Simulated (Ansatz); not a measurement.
Crystal: Ag.

```
Ag
1.0
    -1.65565    1.65565    1.65565
     1.65565   -1.65565    1.65565
     1.65565    1.65565   -1.65565
Ag
1
Direct
  0.00000 0.00000 0.00000
```

This isn't the form of Ag at room conditions, which is fcc.

```yaml
Program: Ansatz 0.2.0
Task: relaxation of cell and atoms
Functional: PBEsol
Dispersion: D4
Potentials_or_basis: all-electron LAPW, scalar-relativistic
Basis_error_allowed: 0.001 eV/atom
k_mesh: 11 × 11 × 11
Occupations: fermi-dirac, width 0.05 eV
Spin: no spin polarisation
```

At the start: volume 18.15 Å³/atom.

**Question.** Where does the relaxation end?

**Answer.** Over 5 steps the energy falls by 61.9 meV/atom and the volume is 16.37 Å³/atom (-9.8 %); space group Im-3m (No. 229, to 0.05 Å).

The path:
| step | energy change (eV) | largest force (eV/Å) | volume (Å³) |
| --- | --- | --- | --- |
| 1 | 0.0000 | 0.0000 | 18.15 |
| 2 | -0.0472 | 0.0000 | 15.63 |
| 3 | -0.0610 | 0.0000 | 16.55 |
| 4 | -0.0619 | 0.0000 | 16.37 |
| 5 | -0.0619 | 0.0000 | 16.37 |

Final structure:
```
Ag
1.0
    -1.59949    1.59949    1.59949
     1.59949   -1.59949    1.59949
     1.59949    1.59949   -1.59949
Ag
1
Cartesian
  0.0000 0.0000 0.0000
```
